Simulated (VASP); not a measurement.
**LiF in VASP 6.6.1, single-point calculation**

INCAR

```
PREC = Accurate
NBANDS = 12
LCHARG = .FALSE.
LASPH = .TRUE.
IBRION = -1
NSW = 0
LREAL = Auto
EDIFF = 1E-7
ISIF = 2
ISMEAR = 0
SIGMA = 0.01
ALGO = Normal
AMIX = 0.1
ENCUT = 520
METAGGA = R2SCAN
NELM = 120
LWAVE = .FALSE.
```

KPOINTS

```
KPOINTS created by Atomic Simulation Environment
0
Gamma
10 10 10
0 0 0
```

POSCAR

```
Li F
 1.0000000000000000
    -0.0670353019000000    2.0000507985999998    2.0000507985999998
     2.0000507985999998   -0.0670353019000000    2.0000507985999998
     2.0000507985999998    2.0000507985999998   -0.0670353019000000
 Li  F
   1   1
Cartesian
  0.0000000000000000  0.0000000000000000  0.0000000000000000
  1.9665331476499994  1.9665331476499994  1.9665331476499994
```

The recommended PBE PAW datasets give the neutral cell 10 valence electrons.

Command

```
mpirun -np 1 vasp_std
```

Question: How does this run end, and what does it give?

Answer: It converged. Results: gap between bands v and c on the k mesh 9.82 eV; least direct gap on the k mesh 9.82 eV; pressure -4.8 GPa. Band v is the last that the valence electrons fill when counted band by band, and c is the next.

OSZICAR

```
N       E                     dE             d eps       ncg     rms          rms(c)
DAV:   1     0.281498115229E+02    0.28150E+02   -0.55115E+03  2872   0.864E+02
DAV:   2    -0.137991783018E+02   -0.41949E+02   -0.40858E+02  3352   0.192E+02
DAV:   3    -0.149473099454E+02   -0.11481E+01   -0.11449E+01  3844   0.279E+01
DAV:   4    -0.149577111941E+02   -0.10401E-01   -0.10401E-01  3180   0.284E+00
DAV:   5    -0.149578387042E+02   -0.12751E-03   -0.12751E-03  3832   0.228E-01    0.390E+00
DAV:   6    -0.121689684258E+02    0.27889E+01   -0.21001E-01  2840   0.456E+00    0.380E+00
DAV:   7    -0.144512571406E+02   -0.22823E+01   -0.24523E+01  3096   0.315E+01    0.114E+01
DAV:   8    -0.123871237760E+02    0.20641E+01   -0.42402E+00  2836   0.132E+01    0.518E+00
DAV:   9    -0.123895133378E+02   -0.23896E-02   -0.62798E-02  3400   0.238E+00    0.526E+00
DAV:  10    -0.119523236276E+02    0.43719E+00   -0.99190E-01  3044   0.636E+00    0.209E+00
DAV:  11    -0.118875711364E+02    0.64752E-01   -0.15362E-01  3360   0.294E+00    0.675E-01
DAV:  12    -0.118800869748E+02    0.74842E-02   -0.15548E-02  3488   0.922E-01    0.274E-01
DAV:  13    -0.118787559375E+02    0.13310E-02   -0.54120E-03  3324   0.512E-01    0.580E-02
DAV:  14    -0.118788543214E+02   -0.98384E-04   -0.13826E-03  3356   0.279E-01    0.992E-02
DAV:  15    -0.118788034509E+02    0.50871E-04   -0.68401E-05  3292   0.682E-02    0.774E-02
DAV:  16    -0.118787946063E+02    0.88447E-05   -0.20039E-06  3144   0.171E-02    0.672E-02
DAV:  17    -0.118787347252E+02    0.59881E-04   -0.18071E-04  2948   0.916E-02    0.159E-02
DAV:  18    -0.118787326378E+02    0.20874E-05   -0.16363E-06  3496   0.129E-02    0.135E-02
DAV:  19    -0.118787297151E+02    0.29228E-05   -0.41665E-06  2992   0.139E-02    0.636E-03
DAV:  20    -0.118787266503E+02    0.30647E-05   -0.64327E-07  2864   0.740E-03    0.144E-03
DAV:  21    -0.118787258045E+02    0.84585E-06   -0.69792E-08  3292   0.231E-03    0.173E-04
DAV:  22    -0.118787257758E+02    0.28651E-07   -0.66622E-10  1452   0.273E-04
   1 F= -.11878726E+02 E0= -.11878726E+02  d E =-.134428E-49
```

For comparison, a separate r²SCAN run of the intended cell, on usual settings and not on those above, gives a gap of 9.82 eV on its mesh and a pressure of -4.8 GPa.
